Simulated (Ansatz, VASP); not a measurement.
This is a calculation of C for Ansatz 0.2.0.

Contents of input.yaml:

```yaml
crystal:
  lattice:
    - [0.0, 1.7714007132, 1.7714007132]
    - [1.7714007132, 0.0, 1.7714007132]
    - [1.7714007132, 1.7714007132, 0.0]
  atoms:
    - { symbol: C, position: [0.75, 0.75, 0.75] }
    - { symbol: C, position: [0.5, 0.5, 0.5] }
kpoints:
  mp_grid: { grid: [13, 13, 13] }
scf:
  occupations: { method: fermi_dirac, width: 0.05 }
hamiltonian:
  xc: pbe
  pseudopotentials: { kind: all_electron, lapw: { basis_error: 0.0005 } }
output:
  forces: true
  stress: true
  eigenvalues: true
```

Potentials or basis: all-electron LAPW, scalar-relativistic.

The run is started by

```sh
$ ansatz run input.yaml --threads 1 --pin off --max-ram 2560MiB --backend cpu --events-out ev --progress --plain --runs-dir out
```

Translate it to VASP 6.6.1. Potentials there: VASP PAW PBE potentials, release 64 (C).

As run (the cutoff follows the program's own potentials):

The input INCAR:

```
SYSTEM = C
PREC = Accurate
ENCUT = 520
EDIFF = 1E-6
ISMEAR = -1
SIGMA = 0.05
LREAL = .FALSE.
LASPH = .TRUE.
NELM = 80
ALGO = Normal
ISIF = 2
LWAVE = .FALSE.
LCHARG = .FALSE.
GGA = PE
NBANDS = 11
```

KPOINTS

```
Automatic mesh
0
G
  13 13 13
  0 0 0
```

File POSCAR:

```
C
1.0
    0.0000000000      1.7714007132      1.7714007132
    1.7714007132      0.0000000000      1.7714007132
    1.7714007132      1.7714007132      0.0000000000
C
2
Direct
    0.7500000000      0.7500000000      0.7500000000
    0.5000000000      0.5000000000      0.5000000000
```

Potentials or basis: VASP PAW PBE potentials, release 64 (C).

The run is started by

```sh
$ cat potpaw_PBE.64/C/POTCAR > POTCAR
$ mpirun -np 1 vasp_std > vasp.out
```

Both were run:

|  | VASP | Ansatz | Ansatz less VASP |
| --- | --- | --- | --- |
| gap on the k mesh at the Fermi level (eV) | 4.19 | 4.19 | +0.009 |
| least direct gap on the mesh (eV) | 5.65 | 5.66 | +0.010 |
| pressure (GPa) | 11.8 | 11.0 | -0.77 |

Ansatz ran all-electron here, so the differences hold the error of VASP's frozen core and of both bases.

Caveats: an odd mesh through Γ misses points on the zone boundary, where band edges often lie.
